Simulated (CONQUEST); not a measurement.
The system is CdS (Greenockite).

```
Cd S
1.0
     4.15000    0.00000    0.00000
     0.00000    6.73700    0.00000
     0.00000    0.00000    7.18801
Cd S
4 4
Direct
  0.00864 0.49822 0.32619
  0.50864 0.49822 0.82619
  0.49765 0.00239 0.16618
  0.99765 0.00239 0.66618
  0.00125 0.87277 0.33129
  0.50125 0.87277 0.83129
  0.00080 0.37511 0.66969
  0.50080 0.37511 0.16969
```

The cell isn't the ideal one: atoms moved at random, drawn with an rms of 0.05 Å.

Program: CONQUEST 1.3. Alike in all runs: task single point; level PBE; no spin polarisation; cell atoms moved at random, drawn with an rms of 0.05 Å; k mesh 7 × 4 × 4; smearing fermi-dirac 0.05 eV.

**Question.** Order these runs on this cell by their band gap on the k mesh, lowest first.
A. potentials or basis PseudoDojo NC PBE, DZ, grid cutoff 120 Ha
B. potentials or basis PseudoDojo NC PBE, DZP, grid cutoff 150 Ha
C. potentials or basis PseudoDojo NC PBE, SZ, grid cutoff 120 Ha

**Answer.** C (0.52 eV), A (1.11 eV), B (1.35 eV).

Caveats: the basis of atomic orbitals isn't converged, which shifts pressures, moduli and gaps; the box holds several primitive cells, so bands are folded and the points are those of the box's own zone (some runs); the atomic basis is small (some runs); an odd mesh through Γ misses points on the zone boundary, where band edges often lie (some runs).
